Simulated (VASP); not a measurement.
A run of VASP 6.6.1 is set up as follows.

File INCAR:

```
ALGO = Normal
DIPOL = 0.5 0.5 0.500
EDIFF = 1E-6
ENCUT = 520
GGA = PE
IDIPOL = 3
ISIF = 2
ISMEAR = 1
KPAR = 2
LASPH = True
LCHARG = True
LDIPOL = True
LREAL = False
LVACPOTAV = True
LVHAR = True
LWAVE = False
NELM = 100
PREC = Accurate
SIGMA = 0.1
```

KPOINTS

```
k-points
0
Gamma
  13 13 1
```

File POSCAR:

```
Ag
1.0
    1.4613884900      2.5311991400      0.0000000000
   -2.9227769700      0.0000000000      0.0000000000
    0.0000000000      0.0000000000     30.9490871400
Ag
4
Direct
    0.0000000000      0.0000000000      0.3854181800
    0.6666670000      0.3333330000      0.4618060600
    0.3333330000      0.6666670000      0.5381939400
    1.0000000000      0.0000000000      0.6145818200
```

Potentials or basis: VASP PAW PBE potentials, release 64 (Ag).

Launch:

```sh
$ cat potpaw_PBE.64/Ag/POTCAR > POTCAR
$ mpirun -np 2 vasp_std > vasp.out
```

Problem. Estimate the work function of the upper face.

Solution. 4.56 eV.

Problem. Estimate the work function of the lower face.

Solution. 4.56 eV.

Problem. What does it give for the largest force?

Solution. 0.052 eV/Å.

Problem. Predict the band gap on the k mesh.

Solution. None (metal or under the smearing width).

Forces on the atoms (eV/Å):
```
Ag   0.000  0.000 -0.052
Ag   0.000  0.000 -0.050
Ag   0.000  0.000  0.050
Ag   0.000  0.000  0.052
```
